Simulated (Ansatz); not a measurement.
# Ge: enthalpy against pressure

Ge, P6_3/mmc, a = 3.996 Å, c = 6.603 Å. This isn't the element's structure at ambient conditions. Ansatz: r2SCAN, PAW, 500 eV, Γ-centred 12×12×6 mesh on 4 atoms, Gaussian smearing 0.01 eV; no spin polarisation. Cell and atoms are relaxed at each pressure, and no other structure is tried, so the rows at high pressure may lie past a change of phase. y is the enthalpy over the state at zero pressure; there V0 = 22.823 Å³/atom. The pressures are the targets, met within 0.04 GPa.

```
P (GPa) y (eV/atom)
   -2.0      -0.2891
    0.0       0.0000
    2.0       0.2811
    5.0            ?
   10.0       1.3439
   20.0       2.5728
   40.0       4.8160
```

Question: Fit y = c1 P + c2 P² + c3 P³ to the other rows, say what c1 and c2 mean, and predict the missing value.

Answer: Least squares on the rows shown. y = 0.14177 P − 0.00078210 P² + 6.1987×10⁻⁶ P³. Since dH/dP = V, c1 is V0: 0.14177 eV/GPa × 160.2 = 22.712 Å³ against 22.823; c2 = −V0/(2B0) gives B0 = 91 GPa, where a Birch–Murnaghan fit to the volumes of the same runs (not shown) gives 71 GPa: a cubic over this range folds the higher terms into c2. At P = 5.0 the fit asked for gives 0.6901 eV/atom. The run gave 0.6900 eV/atom, so the fit is 0.0001 eV/atom too high, within the rms miss on the fitted rows (0.0014 eV/atom).